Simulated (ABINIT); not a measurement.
Crystal: C.

```
CELL_PARAMETERS angstrom
2.52210 0.00000 0.00000
-1.26105 2.18420 0.00000
0.00000 0.00000 12.35570
ATOMIC_POSITIONS crystal
C 0.66667 0.33333 0.35417
C 0.33333 0.66667 0.85417
C 0.66667 0.33333 0.14583
C 0.33333 0.66667 0.64583
C 0.66667 0.33333 0.47917
C 0.33333 0.66667 0.97917
C 0.66667 0.33333 0.02083
C 0.33333 0.66667 0.52083
C 0.00000 0.00000 0.81250
C 0.00000 0.00000 0.31250
C 0.00000 0.00000 0.68750
C 0.00000 0.00000 0.18750
```

This is a hexagonal form of diamond, not graphite.

Base run:

- Program: ABINIT 10.8.3 (patched build)
- Functional: PBE
- Potentials or basis: JTH PAW PBE v2.0
- Cutoff: 544 eV
- k mesh: 7 × 7 × 2
- Occupations: fermi-dirac, width 0.05 eV
- Spin: no spin polarisation

Its results: band gap on the k mesh 4.41 eV, indirect (least direct gap 5.30 eV); largest force 0.335 eV/Å.

Problem. After a change of settings the same cell gave: band gap on the k mesh 4.61 eV, indirect (least direct gap 5.56 eV); largest force 0.450 eV/Å. Which change was it?
A. k mesh from 7 × 7 × 2 to 10 × 10 × 2
B. cutoff from 544 eV to 517 eV; k mesh from 7 × 7 × 2 to 12 × 12 × 3; fine-grid cutoff from 1088.46 eV to 1034.03 eV
C. functional from PBE to PBEsol
D. functional from PBE to r2SCAN; cutoff from 544 eV to 626 eV; fine-grid cutoff from 1088.46 eV to 1224.51 eV

Solution. D.

Caveats: an odd mesh through Γ misses points on the zone boundary, where band edges often lie (some runs); the PAW data sets were made with another functional, which shifts forces and pressure a little (some runs).

Not every run made on this cell is shown here.
